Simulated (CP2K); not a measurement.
Al2Au under changes of volume

One of the cells (18.000 Å³/atom); the others are scaled copies at fixed shape and fractional positions:

```xyz
3
Lattice="4.2426 0.0000 0.0000 2.1213 3.6742 0.0000 2.1213 1.2247 3.4641" Properties=species:S:1:pos:R:3 pbc="T T T"
Au    0.0000    0.0000    0.0000
Al    6.3640    3.6742    2.5981
Al    2.1213    1.2247    0.8660
```

* Program: CP2K 2026.2
* Functional: PBEsol
* Potentials or basis: POTENTIAL_UZH Au GTH-PBE-q11, Al GTH-PBE-q3; TZVP-MOLOPT-PBE-GTH basis
* Density cutoff: 6803 eV
* k mesh: 8 × 8 × 8
* Occupations: fermi-dirac, width 0.1 eV
* Spin: no spin polarisation

```tsv
volume (Å³/atom)	energy over the lowest point (meV/atom)	pressure (GPa)
16.920	51.46	11.7
17.280	29.11	8.5
17.640	?	?
18.000	4.03	3.0
18.360	0.00	0.7
18.720	0.87	-1.4
19.080	6.08	-3.2
```

What does the run at 17.640 Å³/atom give?

Energy over the lowest point 13.52 meV/atom; pressure 5.6 GPa.

Worked out: A Birch-Murnaghan fit of order 3 (a polynomial in V^(-2/3)) to the other rows has its minimum at 18.47 Å³/atom with B0 = V·E''(V) = 108 GPa and B' = 4.6. It gives 13.53 meV/atom at 17.640 Å³/atom, against the run's 13.52, and -dE/dV = 5.5 GPa, against 5.6.

Energies are extrapolated to zero smearing.

Caveats: with these potentials and basis sets, volumes of gold and of layered tellurides can stand 1.5 % and more from those of plane-wave programs; the potentials were made for another functional, which shifts forces and pressure; the basis of atomic orbitals isn't converged, which shifts pressures, moduli and gaps.
